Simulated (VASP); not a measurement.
# Ge7H2 in VASP: notebook

Runs on Ge7H2. Level: PBE. Tasks: relaxation of the atoms, single point.

Everything below comes from runs of VASP 6.6.1. Logs are shortened: lines on timing, memory, paths and dates and some standing lists are left out, and cuts for length are marked.

**1. The structure**

The cell holds a slab with vacuum, 36 atoms: a = 8.147 Å, b = 8.147 Å, c = 26.654 Å, α = 90.00°, β = 90.00°, γ = 90.00°.

**2. Relaxation of the atoms, PBE**

File INCAR:

```
SYSTEM = Ge7H2
ALGO     = Normal         ! electronic algorithm
DIPOL    = 0.5 0.5 0.471
EDIFF    = 1E-6           ! SCF threshold, eV
EDIFFG   = -0.03          ! ionic threshold
ENCUT    = 450            ! plane-wave cutoff, eV
GGA      = PE             ! functional
IBRION   = 2              ! ionic algorithm
IDIPOL   = 3            
ISIF     = 2              ! what is computed and relaxed
ISMEAR   = 0              ! smearing method
LASPH    = .TRUE.         ! aspherical terms in the spheres
LCHARG   = .FALSE.        ! write CHGCAR
LDIPOL   = .TRUE.       
LREAL    = Auto         
LUSENCCL = .FALSE.      
LWAVE    = .FALSE.        ! write WAVECAR
NELM     = 80             ! most SCF steps
NSW      = 90             ! ionic steps
PREC     = Normal         ! precision mode
SIGMA    = 0.05           ! smearing width, eV
```

File KPOINTS:

```
k-points
0
G
  4 4 1
  0 0 0
```

File POSCAR:

```
Ge7H2
1.0
    8.1472871600      0.0000000000      0.0000000000
    0.0000000000      8.1472871600      0.0000000000
    0.0000000000      0.0000000000     26.6537950000
H Ge
8 28
Selective dynamics
Direct
    0.2500000000      0.0916565000      0.3189039300  F F F
    0.2500000000      0.4083435000      0.3189039300  F F F
    0.2500000000      0.5916565000      0.3189039300  F F F
    0.2500000000      0.9083435000      0.3189039300  F F F
    0.7500000000      0.4083435000      0.3189039300  F F F
    0.7500000000      0.0916565000      0.3189039300  F F F
    0.7500000000      0.9083435000      0.3189039300  F F F
    0.7500000000      0.5916565000      0.3189039300  F F F
    0.2500000000      0.2500000000      0.3531314000  F F F
    0.2500000000      0.7500000000      0.3531314000  F F F
    0.7500000000      0.2500000000      0.3531314000  F F F
    0.7500000000      0.7500000000      0.3531314000  F F F
    0.5000000000      0.7500000000      0.4071668800  F F F
    0.5000000000      0.2500000000      0.4071668800  F F F
    0.0000000000      0.7500000000      0.4071668800  F F F
    0.0000000000      0.2500000000      0.4071668800  F F F
    0.5000000000      0.5000000000      0.4612023500  F F F
    0.5000000000      0.0000000000      0.4612023500  F F F
    0.0000000000      0.5000000000      0.4612023500  F F F
    0.0000000000      0.0000000000      0.4612023500  F F F
    0.7500000000      0.0000000000      0.5152378300  T T T
    0.7500000000      0.5000000000      0.5152378300  T T T
    0.2500000000      0.0000000000      0.5152378300  T T T
    0.2500000000      0.5000000000      0.5152378300  T T T
    0.7500000000      0.7500000000      0.5692733100  T T T
    0.7500000000      0.2500000000      0.5692733100  T T T
    0.2500000000      0.7500000000      0.5692733100  T T T
    0.2500000000      0.2500000000      0.5692733100  T T T
    0.0000000000      0.2500000000      0.6233087800  T T T
    0.0000000000      0.7500000000      0.6233087800  T T T
    0.5000000000      0.2500000000      0.6233087800  T T T
    0.5000000000      0.7500000000      0.6233087800  T T T
    0.0950000000      0.0000000000      0.6810960700  T T T
    0.0950000000      0.5000000000      0.6585852000  T T T
    0.4050000000      0.0000000000      0.6585852000  T T T
    0.4050000000      0.5000000000      0.6810960700  T T T
```

Potentials or basis: VASP PAW PBE potentials, release 64 (H, Ge_d).

Started as:

```sh
cat potpaw_PBE.64/H/POTCAR potpaw_PBE.64/Ge_d/POTCAR > POTCAR
mpirun -np 1 vasp_std > vasp.out
```

OUTCAR:

```text
SYSTEM = Ge7H2
   EDIFF = 1E-6
   EDIFFG = -0.03
   ENCUT = 450
   GGA = PE
   IBRION = 2
   ISIF = 2
   ISMEAR = 0
   LASPH = .TRUE.
   LREAL = Auto
   NELM = 80
   NSW = 90
   PREC = Normal

 ion  position               nearest neighbor table
   1  0.250  0.092  0.319-   9 1.58
   2  0.250  0.408  0.319-   9 1.58
   3  0.250  0.592  0.319-  10 1.58
   4  0.250  0.908  0.319-  10 1.58
   5  0.750  0.408  0.319-  11 1.58
   6  0.750  0.092  0.319-  11 1.58
   7  0.750  0.908  0.319-  12 1.58
   8  0.750  0.592  0.319-  12 1.58
   9  0.250  0.250  0.353-   1 1.58   2 1.58  14 2.49  16 2.49
  10  0.250  0.750  0.353-   3 1.58   4 1.58  13 2.49  15 2.49
  11  0.750  0.250  0.353-   5 1.58   6 1.58  14 2.49  16 2.49
  12  0.750  0.750  0.353-   7 1.58   8 1.58  13 2.49  15 2.49
  13  0.500  0.750  0.407-  17 2.49  18 2.49  10 2.49  12 2.49
  14  0.500  0.250  0.407-  17 2.49  18 2.49   9 2.49  11 2.49
[... 16 lines left out ...]
  31  0.500  0.250  0.623-  35 2.37  28 2.49  26 2.49  36 2.67
  32  0.500  0.750  0.623-  35 2.37  27 2.49  25 2.49  36 2.67
  33  0.095  0.000  0.681-  35 2.60  30 2.67  29 2.67
  34  0.095  0.500  0.659-  29 2.37  30 2.37  36 2.60
  35  0.405  0.000  0.659-  31 2.37  32 2.37  33 2.60
  36  0.405  0.500  0.681-  34 2.60  32 2.67  31 2.67

  LATTYP: Found a simple tetragonal cell.
 ALAT       =     8.1472871600
 C/A-ratio  =     3.2714932562

  Lattice vectors:

 A1 = (   8.1472871600,   0.0000000000,   0.0000000000)
 A2 = (   0.0000000000,   8.1472871600,   0.0000000000)
 A3 = (   0.0000000000,   0.0000000000,  26.6537950000)

Analysis of symmetry for initial positions (statically):
=====================================================================
 Subroutine PRICEL returns:
 Original cell was already a primitive cell.

 Routine SETGRP: Setting up the symmetry group for a
 simple tetragonal supercell.

 Subroutine GETGRP returns: Found  4 space group operations
 (whereof  2 operations were pure point group operations)
 out of a pool of 16 trial point group operations.

The static configuration has the point symmetry C_1h.
 The point group associated with its full space group is C_2v.

Analysis of symmetry for dynamics (positions and initial velocities):
=====================================================================
 Subroutine PRICEL returns:
 Original cell was already a primitive cell.

 Routine SETGRP: Setting up the symmetry group for a
 simple tetragonal supercell.

 Subroutine GETGRP returns: Found  4 space group operations
 (whereof  2 operations were pure point group operations)
 out of a pool of 16 trial point group operations.

The dynamic configuration has the point symmetry C_1h.
 The point group associated with its full space group is C_2v.

Analysis of constrained symmetry for selective dynamics:
=====================================================================
 Subroutine PRICEL returns:
 Original cell was already a primitive cell.

 Routine SETGRP: Setting up the symmetry group for a
 simple tetragonal supercell.

 Subroutine GETGRP returns: Found  4 space group operations
 (whereof  2 operations were pure point group operations)
 out of a pool of 16 trial point group operations.

The constrained configuration has the point symmetry C_1h.
 The point group associated with its full space group is C_2v.

 Subroutine INISYM returns: Found  4 space group operations
 (whereof  2 operations are pure point group operations),
 and found     1 'primitive' translations

----------------------------------------------------------------------------------------

                                     Primitive cell

  volume of cell :    1769.2333

  direct lattice vectors                    reciprocal lattice vectors
     8.147287160  0.000000000  0.000000000     0.122740242  0.000000000  0.000000000
     0.000000000  8.147287160  0.000000000     0.000000000  0.122740242  0.000000000
     0.000000000  0.000000000 26.653795000     0.000000000  0.000000000  0.037518110

  length of vectors
[... 112 lines left out ...]
  0.250000  0.250000  0.000000      4.000000
  0.500000  0.250000  0.000000      2.000000
 -0.250000  0.500000  0.000000      2.000000
  0.500000  0.500000  0.000000      1.000000
   k-points           NKPTS =      9   k-points in BZ     NKDIM =      9   number of bands    NBANDS=    240
   number of dos      NEDOS =    301   number of ions     NIONS =     36
   total plane-waves  NPLWV = 246960
   dimension x,y,z NGX =    42 NGY =   42 NGZ =  140
   dimension x,y,z NGXF=    84 NGYF=   84 NGZF=  280
   ions per type =               8  28
   NGX,Y,Z   is equivalent  to a cutoff of   8.57,  8.57,  8.73 a.u.
   NGXF,Y,Z  is equivalent  to a cutoff of  17.14, 17.14, 17.46 a.u.
 SYSTEM =  Ge7H2
   PREC   = normal    normal or accurate (medium, high low for compatibility)
   ISTART =      0    job   : 0-new  1-cont  2-samecut
   ICHARG =      2    charge: 1-file 2-atom 10-const
   ISPIN  =      1    spin polarized calculation?
   LNONCOLLINEAR =      F non collinear calculations
   LSORBIT =      F    spin-orbit coupling
   LASPH  =      T    aspherical Exc in radial PAW
   ENCUT  =  450.0 eV  33.07 Ry    5.75 a.u.  14.09 14.09 46.10*2*pi/ulx,y,z
   NELM   =     80;   NELMIN=  2; NELMDL= -5     # of ELM steps
   EDIFF  = 0.1E-05   stopping-criterion for ELM
   LREAL  =      T    real-space projection
   EDIFFG = -.3E-01   stopping-criterion for IOM
   NSW    =     90    number of steps for IOM
   IBRION =      2    ionic relax: 0-MD 1-quasi-New 2-CG
   NFREE  =      1    steps in history (QN), initial steepest desc. (CG)
   ISIF   =      2    stress and relaxation
   ISYM   =      2    0-nonsym 1-usesym 2-fastsym
   POTIM  = 0.5000    time-step for ionic-motion
   TEBEG  =    0.0;   TEEND  =   0.0 temperature during run
   PSTRESS=    0.0 pullay stress
   NELECT =     400.0000    total number of electrons
   NUPDOWN=      -1.0000    fix difference up-down
   EMIN   =  10.00;   EMAX   =-10.00  energy-range for DOS
   EFERMI =   0.00;   METHOD = LEGACY
   ISMEAR =     0;   SIGMA  =   0.05  broadening in eV -4-tet -1-fermi 0-gaus
   EFERMI_NEDOS =   21; number of points for ismear=-14 and -15
   IALGO  =     38    algorithm
   IMIX   =      4    mixing-type and parameters
     AMIX     =   0.40;   BMIX     =  1.00
     AMIX_MAG =   1.60;   BMIX_MAG =  1.00
  volume/ion in A,a.u.               =      49.15       331.65
  Fermi-wavevector in a.u.,A,eV,Ry     =   0.997317  1.884655 13.532909  0.994641
  Thomas-Fermi vector in A             =   2.129465
   LORBIT       =      0    0 simple, 1 ext, 2 COOP (PROOUT), +10 PAW based schemes
   GGA     = PE    functional components
   LHFCALC =     F    Hartree Fock is set to
   AEXX    =    0.0000 exact exchange contribution
   IVDW    =     0    specifies the selected vdW correction
   LEPSILON=     F    determine dielectric tensor
   LRPA    =     F    only Hartree local field effects (RPA)
 conjugate gradient relaxation of ions
 non-spin polarized calculation
 Gauss-broadening in eV      SIGMA  =   0.05
  energy-cutoff  :      450.00
  volume of cell :     1769.23
 maximum number of plane-waves:     38372
   NGX = 29   NGY = 29   NGZ = 93

 dipolmoment           0.000000      0.000000     -0.041444 electrons x Angstroem

--------------------------------------- Ionic step        1  -------------------------------------------

 number of electron     400.0003495 magnetization

 Free energy of the ion-electron system (eV)
  ---------------------------------------------------
  ext. energy  EPLUGINS =         0.00000000
  ---------------------------------------------------
  free energy    TOTEN  =      -146.90956653 eV

  energy without entropy =     -146.90294843  energy(sigma->0) =     -146.90625748

------------------------ aborting loop because EDIFF is reached ----------------------------------------

  FORCE on cell =-STRESS in cart. coord.  units (eV):
  Direction    XX          YY          ZZ          XY          YZ          ZX
  --------------------------------------------------------------------------------------
  -------------------------------------------------------------------------------------
  Total       -3.6574093      3.7073163     -3.8990925      0.0000000      0.0000000      0.0000000
  in kB       -3.3120665      3.3572611     -3.5309293      0.0000000      0.0000000      0.0000000
  external PRESSURE =      -1.1619116 kB  Pullay stress =       0.0000000 kB
[... 191 lines left out ...]
  FREE ENERGIE OF THE ION-ELECTRON SYSTEM (eV)
  ---------------------------------------------------
  free  energy   TOTEN  =      -147.3057351105 eV

  energy  without entropy=     -147.3055468786  energy(sigma->0) =     -147.30564099

 vacuum level on the upper side and lower side of the slab       (xc-potential included)         0.014        -0.090

[... ionic steps 4 to 12 ...]

--------------------------------------- Ionic step       13  -------------------------------------------

 number of electron     400.0002693 magnetization

------------------------ aborting loop because EDIFF is reached ----------------------------------------
[... 135 lines left out ...]
--------------------------------------- Ionic step       15  -------------------------------------------

 number of electron     400.0002699 magnetization

 dipolmoment           0.000000      0.000000      0.013330 electrons x Angstroem

 Free energy of the ion-electron system (eV)
  ---------------------------------------------------
  ext. energy  EPLUGINS =         0.00000000
  ---------------------------------------------------
  free energy    TOTEN  =      -147.58332584 eV

  energy without entropy =     -147.58079357  energy(sigma->0) =     -147.58205971

 E-fermi :  -1.2153     XC(G=0):  -4.3660

 val. band max:       -1.2557031492   @ k =   0.5000   0.0000   0.0000
 cond. band min:      -1.1800099832   @ k =   0.0000   0.0000   0.0000
 fundamental gap:      0.0756931660
 Fermi energy:        -1.2152790464

 k-point     1 :       0.0000    0.0000    0.0000
  band No.  band energies     occupation
      1     -25.8834      2.00000
      2     -25.8832      2.00000
      3     -25.8303      2.00000
      4     -25.8299      2.00000
      5     -25.8023      2.00000
      6     -25.8019      2.00000
[... 1924 lines left out ...]
    211       1.7243      0.00000
    212       1.7243      0.00000
 [bands above 212 left out]

------------------------ aborting loop because EDIFF is reached ----------------------------------------

 vacuum level on the upper side and lower side of the slab       (xc-potential included)        -0.032        -0.060

  FORCE on cell =-STRESS in cart. coord.  units (eV):
  Direction    XX          YY          ZZ          XY          YZ          ZX
  --------------------------------------------------------------------------------------
  -------------------------------------------------------------------------------------
  Total       -5.9916295      0.3931741     -4.3096799      0.0000000      0.0000000      0.0000000
  in kB       -5.4258831      0.3560495     -3.9027479      0.0000000      0.0000000      0.0000000
  external PRESSURE =      -2.9908605 kB  Pullay stress =       0.0000000 kB
[... 51 lines left out ...]
  FREE ENERGIE OF THE ION-ELECTRON SYSTEM (eV)
  ---------------------------------------------------
  free  energy   TOTEN  =      -147.5833258421 eV

  energy  without entropy=     -147.5807935742  energy(sigma->0) =     -147.58205971

 reached required accuracy - stopping structural energy minimisation

 vacuum level on the upper side and lower side of the slab         3.330         3.302
```

It took 1.9 h on 1 × NVIDIA H100 80GB with 1 thread of AMD EPYC 7R13 (Zen 3), shared host; peak memory 2.7 GiB.

What came out:

| Property | Result |
| --- | --- |
| Free energy | -147.5833 eV |
| Energy gained by relaxing | 18.7 meV/atom |
| Ionic steps | 15 |
| Band gap on the k mesh | 0.08 eV, indirect (least direct gap 0.14 eV) |

The path:
```tsv
step	energy change (eV)	largest force (eV/Å)	pressure (GPa)
1	0.0000	1.0983	-0.12
2	-0.2600	0.6579	-0.19
3	-0.3962	0.6393	-0.25
4	-0.4140	0.5719	-0.25
5	-0.5116	0.5643	-0.25
6	-0.5756	0.5648	-0.26
7	-0.6406	0.5644	-0.30
8	-0.6457	0.5641	-0.31
9	-0.6618	0.5643	-0.30
10	-0.6651	0.5646	-0.30
11	-0.6699	0.5645	-0.30
12	-0.6700	0.5645	-0.30
13	-0.6724	0.5647	-0.30
14	-0.6730	0.5649	-0.30
15	-0.6738	0.5652	-0.30
```

Final structure:
```yaml
crystal:
  lattice:
    - [8.14729, 0.00000, 0.00000]
    - [0.00000, 8.14729, 0.00000]
    - [0.00000, 0.00000, 26.65379]
  atoms:
    - { symbol: H, position: [0.25000, 0.09166, 0.31890] }
    - { symbol: H, position: [0.25000, 0.40834, 0.31890] }
    - { symbol: H, position: [0.25000, 0.59166, 0.31890] }
    - { symbol: H, position: [0.25000, 0.90834, 0.31890] }
    - { symbol: H, position: [0.75000, 0.40834, 0.31890] }
    - { symbol: H, position: [0.75000, 0.09166, 0.31890] }
    - { symbol: H, position: [0.75000, 0.90834, 0.31890] }
    - { symbol: H, position: [0.75000, 0.59166, 0.31890] }
    - { symbol: Ge, position: [0.25000, 0.25000, 0.35313] }
    - { symbol: Ge, position: [0.25000, 0.75000, 0.35313] }
    - { symbol: Ge, position: [0.75000, 0.25000, 0.35313] }
    - { symbol: Ge, position: [0.75000, 0.75000, 0.35313] }
    - { symbol: Ge, position: [0.50000, 0.75000, 0.40717] }
    - { symbol: Ge, position: [0.50000, 0.25000, 0.40717] }
    - { symbol: Ge, position: [0.00000, 0.75000, 0.40717] }
    - { symbol: Ge, position: [0.00000, 0.25000, 0.40717] }
    - { symbol: Ge, position: [0.50000, 0.50000, 0.46120] }
    - { symbol: Ge, position: [0.50000, 0.00000, 0.46120] }
    - { symbol: Ge, position: [0.00000, 0.50000, 0.46120] }
    - { symbol: Ge, position: [0.00000, 0.00000, 0.46120] }
    - { symbol: Ge, position: [0.74884, 0.00000, 0.51753] }
    - { symbol: Ge, position: [0.75116, 0.50000, 0.51753] }
    - { symbol: Ge, position: [0.24867, 0.00000, 0.51251] }
    - { symbol: Ge, position: [0.25133, 0.50000, 0.51251] }
    - { symbol: Ge, position: [0.75000, 0.75000, 0.57324] }
    - { symbol: Ge, position: [0.75000, 0.25000, 0.57324] }
    - { symbol: Ge, position: [0.25000, 0.75000, 0.56529] }
    - { symbol: Ge, position: [0.25000, 0.25000, 0.56529] }
    - { symbol: Ge, position: [0.00964, 0.23284, 0.62500] }
    - { symbol: Ge, position: [0.00964, 0.76716, 0.62500] }
    - { symbol: Ge, position: [0.49036, 0.26716, 0.62500] }
    - { symbol: Ge, position: [0.49036, 0.73284, 0.62500] }
    - { symbol: Ge, position: [0.08024, 0.00000, 0.68652] }
    - { symbol: Ge, position: [0.12281, 0.50000, 0.65371] }
    - { symbol: Ge, position: [0.37719, 0.00000, 0.65371] }
    - { symbol: Ge, position: [0.41976, 0.50000, 0.68652] }
```

(Continued in part 2 of 2.)
